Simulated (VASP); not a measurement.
## TiO2: dielectric tensor with LDA

**The experiment to reproduce.**

From “Shallow Valence Band of Rutile GeO2 and P-type Doping”, 2020, arxiv:2011.08928, for a bulk crystal of TiO2 at 1.6 K: band gap 3.03 eV (direct).

TiO2:

```
CELL_PARAMETERS angstrom
4.59984 0.00000 0.00000
0.00000 4.59984 0.00000
0.00000 0.00000 2.95921
ATOMIC_POSITIONS crystal
Ti 0.00000 0.00000 0.50000
Ti 0.50000 0.50000 0.00000
O 0.30432 0.30432 0.50000
O 0.19568 0.80432 0.00000
O 0.80432 0.19568 0.00000
O 0.69568 0.69568 0.50000
```

The cell is a database's computed one.

```yaml
Program: VASP 6.6.1
Task: dielectric tensor
Functional: LDA
Potentials_or_basis: VASP PAW LDA potentials, release 64 (Ti_sv, O)
Cutoff: 520 eV
k_mesh: 6 × 6 × 10
Occupations: gaussian, width 0.02 eV
Spin: no spin polarisation
Ladder: free
Further_INCAR_settings: ALGO = Normal; EDIFF = 1e-08
```

The band gap on the k mesh is 1.75 eV, direct and the electronic dielectric tensor (diagonal) is 7.62, 7.62, 9.09. The born charges (mean of the diagonal) is Ti +6.79; O -3.39 e.

Levels at points of the mesh, in eV from the valence-band top:
| k point | band 20 | band 21 | band 22 | band 23 | band 24 | band 25 | band 26 | band 27 | band 28 |
| --- | --- | --- | --- | --- | --- | --- | --- | --- | --- |
| (0.00, 0.00, 0.00) | -2.00 | -0.71 | -0.46 | -0.46 | 0.00 | 1.75 | 2.02 | 2.30 | 2.40 |
| (0.50, 0.00, 0.00) | -3.09 | -1.67 | -1.67 | -0.75 | -0.75 | 2.42 | 2.42 | 2.94 | 2.94 |
| (0.50, 0.50, 0.00) | -2.24 | -1.32 | -1.32 | -1.09 | -1.09 | 1.79 | 1.79 | 2.42 | 2.42 |
| (0.00, 0.00, 0.50) | -2.78 | -2.44 | -2.44 | -1.45 | -1.45 | 2.90 | 2.90 | 3.08 | 3.08 |
| (0.50, 0.00, 0.50) | -2.42 | -2.08 | -2.08 | -1.06 | -1.06 | 1.79 | 1.79 | 3.11 | 3.11 |
| (0.50, 0.50, 0.50) | -2.75 | -1.32 | -1.32 | -0.68 | -0.68 | 2.50 | 2.50 | 3.11 | 3.11 |

Electronic dielectric tensor:
```
7.62 0.00 0.00
0.00 7.62 0.00
0.00 0.00 9.09
```

Born effective charge tensors (e):
atom 1, Ti
```
6.33 1.03 0.00
1.03 6.33 0.00
0.00 0.00 7.71
```
atom 2, Ti
```
 6.33 -1.03  0.00
-1.03  6.33  0.00
 0.00  0.00  7.71
```
atom 3, O
```
-3.16 -1.81  0.00
-1.81 -3.16  0.00
 0.00  0.00 -3.86
```
atom 4, O
```
-3.16  1.81  0.00
 1.81 -3.16  0.00
 0.00  0.00 -3.86
```
atom 5, O
```
-3.16  1.81  0.00
 1.81 -3.16  0.00
 0.00  0.00 -3.86
```
atom 6, O
```
-3.16 -1.81  0.00
-1.81 -3.16  0.00
 0.00  0.00 -3.86
```

It took 10 min on 4 MPI ranks on Intel(R) Xeon(R) Platinum 8259CL CPU @ 2.50GHz (Skylake/Cascade Lake), on a shared host, peak memory 0.51 GiB a rank.

Measured gap of TiO2: 3.03 eV (direct; 1.6 K; quoted in “Shallow Valence Band of Rutile GeO2 and P-type Doping”, 2020, arxiv:2011.08928). This calculation gives 1.75 eV (-1.28 eV). 2 values of this kind are on record in papers (3.03 to 3.05 eV); this one was drawn at random among those near their median. The value is that of LDA on a finite k mesh, which can miss the band edges, without temperature or zero-point motion. Semilocal functionals fall short of measured gaps as a rule. The cell is a database's relaxed one, not the measured one, which moves gaps too.
